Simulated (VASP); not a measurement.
# ZnS (R3m) in VASP: notebook

The runs below take ZnS through single point, with PBEsol.

Program: VASP 6.6.1. These are calculated values, not measurements. Logs are shortened: lines on timing, memory, paths and dates and some standing lists are left out, and cuts for length are marked.

## 1. Starting point

It takes space group R3m (No. 160, trigonal). The conventional cell has a = 4.013 Å, b = 4.013 Å, c = 8.956 Å, α = 90.00°, β = 90.00°, γ = 120.00°. Zn (site symmetry 3m) has 4 S at 2.33 to 2.41 Å as nearest neighbours. Around S (site symmetry 3m) lie 4 Zn at 2.33 to 2.41 Å.

Measurements of this composition are mostly on another form, of space group No. 216.

## 2. Single point, PBEsol

INCAR

```
ALGO = Fast ; EDIFF = 1E-6
ENCUT = 520 ; GGA = PS
ISIF = 2 ; ISMEAR = 0
LASPH = T ; LCHARG = F
LREAL = F ; LWAVE = F
NBANDS = 16 ; NELM = 100
PREC = Accurate ; SIGMA = 0.02
```

KPOINTS

```
k-points
0
Gamma
  9 9 9
```

POSCAR

```
ZnS
1.0
    4.0125456552      0.0000000000      0.0000000000
   -2.0062728276      3.4749664712      0.0000000000
    2.0062728276     -1.1583221571      2.9854113477
Zn S
1 1
Direct
    0.0048828599     -0.0048828599     -0.0146485797
    0.7451171401      0.2548828599      0.7646485797
```

Potentials or basis: VASP PAW PBE potentials, release 64 (Zn, S).

Launch:

```
$ cat potpaw_PBE.64/Zn/POTCAR potpaw_PBE.64/S/POTCAR > POTCAR
$ mpirun -np 1 vasp_std > vasp.out
```

OUTCAR:

```text
EDIFF = 1E-6
   ENCUT = 520
   GGA = PS
   ISIF = 2
   ISMEAR = 0
   LASPH = T
   LREAL = F
   NELM = 100
   PREC = Accurate

 ion  position               nearest neighbor table
   1  0.005  0.995  0.985-   2 2.33   2 2.41   2 2.41   2 2.41
   2  0.745  0.255  0.765-   1 2.33   1 2.41   1 2.41   1 2.41

  LATTYP: Found a trigonal (rhomboedric) cell.
 ALAT       =     3.7788254515
 COS(alpha) =     0.4362373311

  Lattice vectors:

 A1 = (   0.0000000000,   2.3166443141,   2.9854113477)
 A2 = (  -2.0062728276,  -1.1583221571,   2.9854113477)
 A3 = (   2.0062728276,  -1.1583221571,   2.9854113477)

Analysis of symmetry for initial positions (statically):
=====================================================================
 Subroutine PRICEL returns:
 Original cell was already a primitive cell.

 Routine SETGRP: Setting up the symmetry group for a
 trigonal (rhombohedral) supercell.

 Subroutine GETGRP returns: Found  6 space group operations
 (whereof  6 operations were pure point group operations)
 out of a pool of 12 trial point group operations.

The static configuration has the point symmetry C_3v.

Analysis of symmetry for dynamics (positions and initial velocities):
=====================================================================
 Subroutine PRICEL returns:
 Original cell was already a primitive cell.

 Routine SETGRP: Setting up the symmetry group for a
 trigonal (rhombohedral) supercell.

 Subroutine GETGRP returns: Found  6 space group operations
 (whereof  6 operations were pure point group operations)
 out of a pool of 12 trial point group operations.

The dynamic configuration has the point symmetry C_3v.

 Subroutine INISYM returns: Found  6 space group operations
 (whereof  6 operations are pure point group operations),
 and found     1 'primitive' translations

----------------------------------------------------------------------------------------

                                     Primitive cell

  volume of cell :      41.6270

  direct lattice vectors                    reciprocal lattice vectors
     4.012545655  0.000000000  0.000000000     0.249218348  0.143886280 -0.111654072
    -2.006272828  3.474966471  0.000000000     0.000000000  0.287772561  0.111654072
     2.006272828 -1.158322157  2.985411348     0.000000000  0.000000000  0.334962216

  length of vectors
     4.012545655  4.012545655  3.778825452     0.308674065  0.308674065  0.334962216

  position of ions in fractional coordinates (direct lattice)
     0.004882860  0.995117140  0.985351420
     0.745117140  0.254882860  0.764648580

  ion indices of the primitive-cell ions
   primitive index   ion index
                 1           1
                 2           2

----------------------------------------------------------------------------------------

 KPOINTS: k-points

Automatic generation of k-mesh.
 Grid dimensions read from file:
 generate k-points for:    9    9    9

 Generating k-lattice:

  Cartesian coordinates                     Fractional coordinates (reciprocal lattice)
     0.027690928  0.015987364 -0.012406008     0.111111111 -0.000000000  0.000000000
     0.000000000  0.031974729  0.012406008     0.000000000  0.111111111  0.000000000
     0.000000000  0.000000000  0.037218024     0.000000000  0.000000000  0.111111111

  Length of vectors
     0.034297118  0.034297118  0.037218024

  Shift w.r.t. Gamma in fractional coordinates (k-lattice)
     0.000000000  0.000000000  0.000000000

 Subroutine IBZKPT returns following result:
 ===========================================

 Found     85 irreducible k-points:

 Following reciprocal coordinates:
            Coordinates               Weight
  0.000000  0.000000  0.000000      1.000000
  0.111111  0.000000 -0.000000      6.000000
  0.222222 -0.000000  0.000000      6.000000
  0.333333  0.000000  0.000000      6.000000
  0.444444 -0.000000  0.000000      6.000000
  0.111111  0.111111 -0.000000      6.000000
[... 16 lines left out ...]
 -0.333333  0.333333  0.000000      6.000000
  0.444444  0.444444  0.000000      6.000000
 [... further k-points ...]
   k-points           NKPTS =     85   k-points in BZ     NKDIM =     85   number of bands    NBANDS=     16
   number of dos      NEDOS =    301   number of ions     NIONS =      2
   total plane-waves  NPLWV =  25200
   dimension x,y,z NGX =    30 NGY =   30 NGZ =   28
   dimension x,y,z NGXF=    60 NGYF=   60 NGZF=   56
   ions per type =               1   1
   NGX,Y,Z   is equivalent  to a cutoff of  12.43, 12.43, 12.32 a.u.
   NGXF,Y,Z  is equivalent  to a cutoff of  24.86, 24.86, 24.64 a.u.
 SYSTEM =  unknown system
   PREC   = accura    normal or accurate (medium, high low for compatibility)
   ISTART =      0    job   : 0-new  1-cont  2-samecut
   ICHARG =      2    charge: 1-file 2-atom 10-const
   ISPIN  =      1    spin polarized calculation?
   LNONCOLLINEAR =      F non collinear calculations
   LSORBIT =      F    spin-orbit coupling
   LASPH  =      T    aspherical Exc in radial PAW
   ENCUT  =  520.0 eV  38.22 Ry    6.18 a.u.   7.46  7.46  7.03*2*pi/ulx,y,z
   NELM   =    100;   NELMIN=  2; NELMDL= -5     # of ELM steps
   EDIFF  = 0.1E-05   stopping-criterion for ELM
   LREAL  =      F    real-space projection
   EDIFFG = 0.1E-04   stopping-criterion for IOM
   NSW    =      0    number of steps for IOM
   IBRION =     -1    ionic relax: 0-MD 1-quasi-New 2-CG
   NFREE  =      0    steps in history (QN), initial steepest desc. (CG)
   ISIF   =      2    stress and relaxation
   ISYM   =      2    0-nonsym 1-usesym 2-fastsym
   POTIM  = 0.5000    time-step for ionic-motion
   TEBEG  =    0.0;   TEEND  =   0.0 temperature during run
   PSTRESS=    0.0 pullay stress
   NELECT =      18.0000    total number of electrons
   NUPDOWN=      -1.0000    fix difference up-down
   EMIN   =  10.00;   EMAX   =-10.00  energy-range for DOS
   EFERMI =   0.00;   METHOD = LEGACY
   ISMEAR =     0;   SIGMA  =   0.02  broadening in eV -4-tet -1-fermi 0-gaus
   EFERMI_NEDOS =   21; number of points for ismear=-14 and -15
   IALGO  =     68    algorithm
   IMIX   =      4    mixing-type and parameters
     AMIX     =   0.40;   BMIX     =  1.00
     AMIX_MAG =   1.60;   BMIX_MAG =  1.00
  volume/ion in A,a.u.               =      20.81       140.46
  Fermi-wavevector in a.u.,A,eV,Ry     =   1.237962  2.339409 20.851616  1.532551
  Thomas-Fermi vector in A             =   2.372508
   LORBIT       =      0    0 simple, 1 ext, 2 COOP (PROOUT), +10 PAW based schemes
   GGA     = PS    functional components
   LHFCALC =     F    Hartree Fock is set to
   AEXX    =    0.0000 exact exchange contribution
   IVDW    =     0    specifies the selected vdW correction
   LEPSILON=     F    determine dielectric tensor
   LRPA    =     F    only Hartree local field effects (RPA)
 non-spin polarized calculation
 RMM-DIIS sequential band-by-band and
 Gauss-broadening in eV      SIGMA  =   0.02
  energy-cutoff  :      520.00
  volume of cell :       41.63
 maximum number of plane-waves:      1136
 NGX is ok and might be reduce to    30
   NGX = 15   NGY = 15   NGZ = 15

 number of electron      18.0000003 magnetization

 Free energy of the ion-electron system (eV)
  ---------------------------------------------------
  ext. energy  EPLUGINS =         0.00000000
  ---------------------------------------------------
  free energy    TOTEN  =        -7.47147537 eV

  energy without entropy =       -7.47147537  energy(sigma->0) =       -7.47147537

 E-fermi :   1.8928     XC(G=0):  -9.6069

 val. band max:        1.7363090275   @ k =   0.0000   0.0000   0.0000
 cond. band min:       3.1805521083   @ k =   0.0000   0.0000   0.0000
 fundamental gap:      1.4442430808
 Fermi energy:         1.8927688692

 k-point     1 :       0.0000    0.0000    0.0000
  band No.  band energies     occupation
      1     -11.2500      2.00000
      2      -4.6424      2.00000
      3      -4.6424      2.00000
      4      -4.6162      2.00000
      5      -4.2057      2.00000
      6      -4.2057      2.00000
[... 8 lines left out ...]
     15      13.2457      0.00000
     16      13.2457      0.00000

 k-point     2 :       0.1111    0.0000   -0.0000
  band No.  band energies     occupation
      1     -11.1684      2.00000
      2      -4.6408      2.00000
      3      -4.6270      2.00000
      4      -4.6018      2.00000
      5      -4.2083      2.00000
      6      -4.2051      2.00000
[... 8 lines left out ...]
     15      12.8253      0.00000
     16      13.7009      0.00000

 k-point     3 :       0.2222   -0.0000    0.0000
  band No.  band energies     occupation
      1     -10.9492      2.00000
      2      -4.6166      2.00000
      3      -4.5900      2.00000
      4      -4.5642      2.00000
      5      -4.2116      2.00000
      6      -4.1995      2.00000
[... 8 lines left out ...]
     15      12.7510      0.00000
     16      13.7427      0.00000

 k-point     4 :       0.3333    0.0000    0.0000
  band No.  band energies     occupation
      1     -10.6729      2.00000
      2      -4.5618      2.00000
      3      -4.5531      2.00000
      4      -4.4674      2.00000
      5      -4.2080      2.00000
      6      -4.1838      2.00000
[... 8 lines left out ...]
     15      13.1734      0.00000
     16      13.6488      0.00000

 k-point     5 :       0.4444   -0.0000    0.0000
  band No.  band energies     occupation
      1     -10.4729      2.00000
      2      -4.5396      2.00000
      3      -4.5332      2.00000
      4      -4.2263      2.00000
      5      -4.1999      2.00000
      6      -4.1316      2.00000
[... 8 lines left out ...]
     15      13.5709      0.00000
     16      14.5316      0.00000

 k-point     6 :       0.1111    0.1111   -0.0000
  band No.  band energies     occupation
      1     -11.0466      2.00000
      2      -4.6358      2.00000
      3      -4.5978      2.00000
      4      -4.5815      2.00000
      5      -4.2129      2.00000
      6      -4.2006      2.00000
[... 8 lines left out ...]
     15      12.7721      0.00000
     16      14.4963      0.00000

 k-point     7 :       0.2222    0.1111    0.0000
  band No.  band energies     occupation
      1     -10.8088      2.00000
      2      -4.5924      2.00000
      3      -4.5567      2.00000
      4      -4.5356      2.00000
      5      -4.2129      2.00000
      6      -4.1934      2.00000
[... 8 lines left out ...]
     15      13.1030      0.00000
     16      14.6096      0.00000

 k-point     8 :       0.3333    0.1111   -0.0000
  band No.  band energies     occupation
      1     -10.5500      2.00000
      2      -4.5468      2.00000
      3      -4.5274      2.00000
      4      -4.3811      2.00000
      5      -4.1994      2.00000
      6      -4.1813      2.00000
[... 8 lines left out ...]
     15      13.7768      0.00000
     16      14.4104      0.00000

 k-point     9 :       0.4444    0.1111    0.0000
  band No.  band energies     occupation
      1     -10.4047      2.00000
      2      -4.5362      2.00000
      3      -4.5106      2.00000
      4      -4.2343      2.00000
      5      -4.1884      2.00000
      6      -4.0415      2.00000
[... 8 lines left out ...]
     15      13.8982      0.00000
     16      14.4774      0.00000
[... 172 lines left out ...]
 k-point    19 :      -0.2222    0.2222    0.0000
  band No.  band energies     occupation
      1     -10.8231      2.00000
      2      -4.6684      2.00000
      3      -4.5297      2.00000
      4      -4.5256      2.00000
      5      -4.2386      2.00000
      6      -4.1794      2.00000
[... 8 lines left out ...]
     15      13.8331      0.00000
     16      16.0680      0.00000

 k-point    20 :       0.3333    0.3333    0.0000
  band No.  band energies     occupation
      1     -10.2191      2.00000
      2      -4.5324      2.00000
      3      -4.4372      2.00000
      4      -4.2618      2.00000
      5      -4.1862      2.00000
      6      -3.9795      2.00000
[... 8 lines left out ...]
     15      13.4431      0.00000
     16      17.1825      0.00000

 k-point    21 :       0.4444    0.3333    0.0000
  band No.  band energies     occupation
      1     -10.1700      2.00000
      2      -4.5622      2.00000
      3      -4.4086      2.00000
      4      -4.3142      2.00000
      5      -4.1645      2.00000
      6      -3.9596      2.00000
[... 8 lines left out ...]
     15      14.3910      0.00000
     16      16.3254      0.00000

 k-point    22 :      -0.4444    0.3333   -0.0000
  band No.  band energies     occupation
      1     -10.2563      2.00000
      2      -4.6217      2.00000
      3      -4.4076      2.00000
      4      -4.3660      2.00000
      5      -4.1559      2.00000
      6      -4.1153      2.00000
[... 8 lines left out ...]
     15      14.8554      0.00000
     16      16.5140      0.00000

 k-point    23 :      -0.3333    0.3333    0.0000
  band No.  band energies     occupation
      1     -10.4300      2.00000
      2      -4.6611      2.00000
      3      -4.4353      2.00000
      4      -4.4175      2.00000
      5      -4.2109      2.00000
      6      -4.1564      2.00000
[... 8 lines left out ...]
     15      14.5123      0.00000
     16      17.5573      0.00000

 k-point    24 :       0.4444    0.4444    0.0000
  band No.  band energies     occupation
      1     -10.1102      2.00000
      2      -4.6105      2.00000
      3      -4.3732      2.00000
      4      -4.3180      2.00000
      5      -4.1447      2.00000
      6      -3.9817      2.00000
[... 8 lines left out ...]
     15      14.6381      0.00000
     16      15.9154      0.00000

 [... further k-points ...]
[... 5 lines left out ...]
  --------------------------------------------------------------------------------------
  -------------------------------------------------------------------------------------
  Total       -1.9667822     -1.9667822      0.0681835      0.0000000     -0.0000000      0.0000000
  in kB      -75.6993351    -75.6993351      2.6243115      0.0000000     -0.0000000      0.0000000
  external PRESSURE =     -49.5914529 kB  Pullay stress =       0.0000000 kB

 VOLUME and BASIS-vectors are now :
 -----------------------------------------------------------------------------
  energy-cutoff  :      520.00
  volume of cell :       41.63
      direct lattice vectors                 reciprocal lattice vectors
     4.012545655  0.000000000  0.000000000     0.249218348  0.143886280 -0.111654072
    -2.006272828  3.474966471  0.000000000     0.000000000  0.287772561  0.111654072
     2.006272828 -1.158322157  2.985411348     0.000000000  0.000000000  0.334962216

 POSITION                                       TOTAL-FORCE (eV/Angst)
 -----------------------------------------------------------------------------------
      0.00000      2.31664      2.94168        -0.000000      0.000000     -0.001093
      4.01255     -0.00000      2.28279         0.000000     -0.000000      0.001093
 -----------------------------------------------------------------------------------
    total drift:                               -0.000102      0.000061      0.000189

  FREE ENERGIE OF THE ION-ELECTRON SYSTEM (eV)
  ---------------------------------------------------
  free  energy   TOTEN  =        -7.4714753699 eV

  energy  without entropy=       -7.4714753699  energy(sigma->0) =       -7.47147537
```

Wall time 73 s (1 thread of AMD EPYC 7R43 (Zen 3), shared host); peak memory 0.16 GiB.

What came out:

```
Free energy            : -7.4715 eV
Pressure               : -5.0 GPa
Band gap on the k mesh : 1.44 eV, direct
```

Stress tensor (GPa, compression positive):
```
-7.57  0.00  0.00
 0.00 -7.57  0.00
 0.00  0.00  0.26
```

Caveat: the PAW data sets were made with another functional, which shifts forces and pressure a little.

## 3. Single point, PBEsol

This run uses another cell than the first one, of 20.12 Å³/atom, 0.967 times its volume.

INCAR

```
SYSTEM = ZnS
PREC = Accurate
ENCUT = 520
EDIFF = 1E-6
ISMEAR = 0
SIGMA = 0.02
LREAL = .FALSE.
LASPH = .TRUE.
NELM = 100
ALGO = Fast
ISIF = 2
LWAVE = .FALSE.
LCHARG = .FALSE.
GGA = PS
NBANDS = 16
```

KPOINTS

```
Automatic mesh
0
G
  9 9 9
  0 0 0
```

POSCAR

```
ZnS
1.0
    4.0125456552      0.0000000000      0.0000000000
   -2.0062728276      3.4749664712      0.0000000000
    2.0062728276     -1.1583221571      2.8857524142
Zn S
1 1
Direct
    0.0000000000      0.0000000000      0.0000000000
    0.7500000000      0.2500000000      0.7500000000
```

Potentials or basis: VASP PAW PBE potentials, release 64 (Zn, S).

Launch:

```
$ cat potpaw_PBE.64/Zn/POTCAR potpaw_PBE.64/S/POTCAR > POTCAR
$ mpirun -np 1 vasp_std > vasp.out
```

Wall time 80 s (1 thread of AMD EPYC 7R43 (Zen 3), shared host); peak memory 0.16 GiB.

Results (log left out):

```
Free energy            : -7.3820 eV
Pressure               : -0.9 GPa
Largest force          : 1.178 eV/Å
Band gap on the k mesh : 1.62 eV, direct
```

Forces in eV/Å, atoms in the order of the input:
```
Zn   0.000  0.000 -1.178
S    0.000  0.000  1.178
```

Stress tensor (GPa, compression positive):
```
-7.28  0.00  0.00
 0.00 -7.28  0.00
 0.00  0.00 11.73
```

Levels at points of the mesh, in eV from the valence-band top:
| k point | band 7 | band 8 | band 9 | band 10 | band 11 | band 12 |
| --- | --- | --- | --- | --- | --- | --- |
| (0.00, 0.00, 0.00) | -0.23 | -0.23 | 0.00 | 1.62 | 5.63 | 5.63 |

Caveat: the PAW data sets were made with another functional, which shifts forces and pressure a little.
